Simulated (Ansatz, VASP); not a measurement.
This is a calculation of Zn for Ansatz 0.2.0.

Contents of input.yaml:

```yaml
crystal:
  lattice:
    - [0.0, 1.9777881408, 1.9777881408]
    - [1.9777881408, 0.0, 1.9777881408]
    - [1.9777881408, 1.9777881408, 0.0]
  atoms:
    - { symbol: Zn, position: [0.0, 0.0, 0.0] }
kpoints:
  mp_grid: { grid: [12, 12, 12] }
scf:
  occupations: { method: fermi_dirac, width: 0.05 }
hamiltonian:
  xc: pbesol
  pseudopotentials: { kind: all_electron, lapw: { basis_error: 0.001 } }
output:
  forces: true
  stress: true
  eigenvalues: true
```

Potentials or basis: all-electron LAPW, scalar-relativistic.

Launch:

```console
$ ansatz run input.yaml --threads 1 --pin off --max-ram 3072MiB --backend cpu --events-out ev --progress --plain --runs-dir out
```

Q: Translate it to VASP 6.6.1. Potentials there: VASP PAW PBE potentials, release 64 (Zn).

A: As run (the cutoff follows the program's own potentials):

INCAR

```
SYSTEM = Zn
ALGO = Normal
EDIFF = 1E-7
ENCUT = 520
GGA = PS
ISIF = 2
ISMEAR = -1
LASPH = .TRUE.
LCHARG = .TRUE.
LELF = .TRUE.
LREAL = .FALSE.
LVHAR = .TRUE.
LWAVE = .FALSE.
NBANDS = 12
NELM = 100
PREC = Accurate
SIGMA = 0.05
```

The input KPOINTS:

```
k-points
0
G
  12 12 12
  0 0 0
```

File POSCAR:

```
Zn
1.0
    0.0000000000      1.9777881408      1.9777881408
    1.9777881408      0.0000000000      1.9777881408
    1.9777881408      1.9777881408      0.0000000000
Zn
1
Direct
    0.0000000000      0.0000000000      0.0000000000
```

Potentials or basis: VASP PAW PBE potentials, release 64 (Zn).

Launch:

```sh
$ cat potpaw_PBE.64/Zn/POTCAR > POTCAR
$ mpirun -np 1 vasp_std > vasp.out
```

Both were run:

|  | VASP | Ansatz | Ansatz less VASP |
| --- | --- | --- | --- |
| gap on the k mesh at the Fermi level (eV) | none | none | - |
| pressure (GPa) | -6.0 | -6.2 | -0.28 |

A gap of «none» marks a metal or a gap that the smearing closes. Ansatz ran all-electron here, so the differences hold the error of VASP's frozen core and of both bases.

Caveats: the PAW data sets were made with another functional, which shifts forces and pressure a little (VASP).
